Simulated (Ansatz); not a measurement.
**PbS under changes of volume**

One of the cells (26.664 Å³/atom); the others are scaled copies at fixed shape and fractional positions:

```
Pb S
1.0
     2.07995   -5.99130    0.00000
     2.07995    5.99130    0.00000
     0.00000    0.00000    4.27932
Pb S
2 2
Direct
  0.13056 0.86944 0.25000
  0.86944 0.13056 0.75000
  0.35480 0.64520 0.25000
  0.64520 0.35480 0.75000
```

Measurements of this composition are mostly on another form, of space group No. 225.

| Property | Result |
| --- | --- |
| Program | Ansatz 0.2.0 |
| Functional | LDA |
| Potentials or basis | JTH PAW LDA |
| Cutoff | 1800 eV |
| Density cutoff | 9000 eV |
| k mesh | 7 × 7 × 6 |
| Occupations | fermi-dirac, width 0.05 eV |
| Spin | no spin polarisation |

```tsv
volume (Å³/atom)	energy over the lowest point (meV/atom)	pressure (GPa)	gap on the mesh (eV)	largest force (eV/Å)
25.064	0.00	0.0	0.97	0.289
25.597	?	?	?	?
26.130	8.52	-2.4	1.07	0.029
26.664	18.31	-3.4	1.11	0.108
27.197	31.24	-4.3	1.15	0.222
27.730	46.99	-5.1	1.17	0.329
28.263	65.24	-5.8	1.19	0.428
```

**Question.** What does the run at 25.597 Å³/atom give?

**Answer.** Energy over the lowest point 2.28 meV/atom; pressure -1.3 GPa; gap on the mesh 1.03 eV; largest force 0.147 eV/Å.

Worked out: A Birch-Murnaghan fit of order 3 (a polynomial in V^(-2/3)) to the other rows has its minimum at 25.05 Å³/atom, just outside them, with B0 = V·E''(V) = 63 GPa and B' = 4.4 at fixed shape and positions, which overstates the stiffness. It gives 2.28 meV/atom at 25.597 Å³/atom, against the run's 2.28, and -dE/dV = -1.3 GPa, against -1.3. A parabola through the other rows of the gap, of slope 2.47 eV per unit of ln V there, gives 1.02 eV, against the run's 1.03.

Energies are extrapolated to zero smearing.

Caveats: odd divisions of the mesh miss points on the zone boundary, where band edges often lie, so the gap on the mesh can be too wide; spin-orbit coupling is left out, which as a rule narrows the gap of such compounds by several tenths of an eV.

A mesh can miss the band edges.
